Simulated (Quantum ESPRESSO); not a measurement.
Pr in Quantum ESPRESSO: convergence with k mesh

Input of the first run (k mesh 1 × 1 × 1); the others differ in this setting and in those tied to it:

The input pw.in:

```
&CONTROL
  calculation = 'scf'
  prefix = 'pwscf'
  outdir = './tmp'
  pseudo_dir = './pseudo'
  tprnfor = .true.
  tstress = .true.
  disk_io = 'nowf'
/
&SYSTEM
  ibrav = 0
  nat = 1
  ntyp = 1
  ecutwfc = 50
  ecutrho = 300
  nbnd = 15
  input_dft = 'pbesol'
  occupations = 'smearing'
  smearing = 'fd'
  degauss = 0.00999582
  nspin = 2
  starting_magnetization(1) = 0.1538
/
&ELECTRONS
  conv_thr = 2d-10
  electron_maxstep = 120
  mixing_beta = 0.3
/
ATOMIC_SPECIES
Pr   140.9077 Pr.LDA_PW-JTH.UPF
CELL_PARAMETERS angstrom
  -2.0973721543    2.0973721543    2.0973721543
   2.0973721543   -2.0973721543    2.0973721543
   2.0973721543    2.0973721543   -2.0973721543
ATOMIC_POSITIONS crystal
Pr     0.0000000000    0.0000000000    0.0000000000
K_POINTS automatic
1 1 1 0 0 0
```

Potentials or basis: JTH 2.0 LDA.

Command:

```sh
$ OMP_NUM_THREADS=1 pw.x -in pw.in > pw.out
```

This isn't the form of Pr at room conditions, which is double hcp.

Hardware: 1 thread of Arm Neoverse V2, on a shared host.

Task: The values tried are 1 × 1 × 1, 3 × 3 × 3, 4 × 4 × 4, 5 × 5 × 5, 7 × 7 × 7, 8 × 8 × 8, 9 × 9 × 9, 11 × 11 × 11, 13 × 13 × 13, loosest first. From which on does the absolute moment stay within 0.02 μB of the tightest run that finished?

Result: From 8 × 8 × 8 on.

```csv
k mesh,"energy less the tightest run, at zero smearing (meV/atom)",pressure (GPa),absolute moment (μB),SCF cycles,CPU time (s),peak memory (GiB)
1 × 1 × 1,-1667.49,30.29,3.00,32,61,0.24
3 × 3 × 3,-35.44,-7.09,2.66,21,45,0.24
4 × 4 × 4,37.88,-4.36,2.96,21,50,0.25
5 × 5 × 5,-7.85,-4.73,2.96,26,62,0.24
7 × 7 × 7,2.19,-4.79,2.86,20,58,0.25
8 × 8 × 8,-1.46,-4.78,2.90,17,56,0.27
9 × 9 × 9,0.14,-4.80,2.91,17,61,0.27
11 × 11 × 11,-0.59,-4.81,2.90,17,76,0.28
13 × 13 × 13,0.00,-4.81,2.90,18,100,0.3
```

Against the tightest run, the energy stays within 1 meV/atom from 9 × 9 × 9 on; the pressure stays within 0.1 GPa from 5 × 5 × 5 on. Meshes of other sizes hit other points, so gaps and Fermi surfaces needn't settle smoothly. The tightest run that finished is the yardstick and may itself not be fully converged.

Caveat, for the tightest run too: the potentials were made for another functional, which shifts forces and pressure; the magnetic or orbital state may not be the lowest; spin-orbit coupling is left out, which moves the levels of the heavy elements. The state reached can hang on the start; a lower one may exist.
